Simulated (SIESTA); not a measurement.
Runs of SIESTA 5.4.2 on WS2. The cell holds a slab with vacuum, 12 atoms: a = 3.183 Å, b = 3.183 Å, c = 35.181 Å, α = 90.00°, β = 90.00°, γ = 120.00°. 

```tsv
task	level	potentials or basis	k mesh	gap on the mesh (eV)	V0 of scaled cells (Å³/atom)	B0 (GPa)	largest force (eV/Å)
single point	PBEsol	PseudoDojo 0.4 standard (PBEsol files), DZP (energy shift 0.003 Ry; two zetas on semicore shells)	10 × 10 × 1	1.45	-	-	0.37
single point	LDA	PseudoDojo 0.4 standard (LDA files), DZP (energy shift 0.003 Ry; two zetas on semicore shells)	10 × 10 × 1	1.41	-	-	(b)
equation of state	PBEsol	PseudoDojo 0.4 standard (PBEsol files), DZP (energy shift 0.003 Ry; two zetas on semicore shells)	8 × 8 × 1	-	(a)	117	-
equation of state	LDA	PseudoDojo 0.4 standard (LDA files), DZP (energy shift 0.003 Ry; two zetas on semicore shells)	8 × 8 × 1	-	(c)	122	-
```

Alike in all rows: no spin polarisation; cell as given; smearing fermi-dirac 0.05 eV; grid cutoff 800 Ry; energy shift 0.003 Ry.

**Question.** Fill in the values left out.

**Answer.** (a) 25.73; (b) 0.16; (c) 25.23.

Caveats: short orbitals over semicore shells can move pressures by several GPa; the basis of atomic orbitals isn't converged, which shifts pressures, moduli and gaps; spin-orbit coupling is left out, which moves the levels of the heavy elements (some runs); the cell was scaled at fixed shape and fractional positions, which overstates the stiffness of a crystal with free parameters, most of all of layers and chains (some runs).

A k mesh can miss the band edges, and the runs leave out spin-orbit coupling on W.

Not every run made on this cell is shown here.
